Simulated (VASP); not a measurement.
The system is Ho.

```
Ho
1.0
     0.00000    2.49425    2.49425
     2.49425    0.00000    2.49425
     2.49425    2.49425    0.00000
Ho
1
Direct
  0.00000 0.00000 0.00000
```

This isn't the form of Ho at room conditions, which is hcp.

Base run:

| Property | Result |
| --- | --- |
| Program | VASP 6.6.1 |
| Functional | PBE |
| Potentials or basis | VASP PAW PBE potentials, release 64 (Ho_3), 4f in core |
| Cutoff | 600 eV |
| k mesh | 9 × 9 × 9 |
| Occupations | gaussian, width 0.1 eV |
| Spin | collinear spin, ferromagnetic start |
| Starting moments | [4.0] μB |

Its results: band gap on the k mesh none (metal or under the smearing width); pressure -0.1 GPa; net moment 0.00 μB per cell.

Q: The run is repeated on the same cell with these changes: potentials or basis from VASP PAW PBE potentials, release 64 (Ho_3), 4f in core to VASP PAW PBE potentials, release 64 (Ho); cutoff from 600 eV to 500 eV; further incar settings from ALGO = Normal; EDIFF = 1e-07 to ALGO = Normal; EDIFF = 1e-07; NBANDS = 20; valence electrons from 9 to 21. What comes out?

A: Band gap on the k mesh none (metal or under the smearing width); pressure 2.7 GPa; net moment 3.62 μB per cell; site moments Ho +3.48 μB.

Caveats: the magnetic or orbital state may not be the lowest; spin-orbit coupling is left out, which moves the levels of the heavy elements; the 4f electrons are frozen in the core as for a trivalent ion, so they carry no moment and show no levels (some runs).
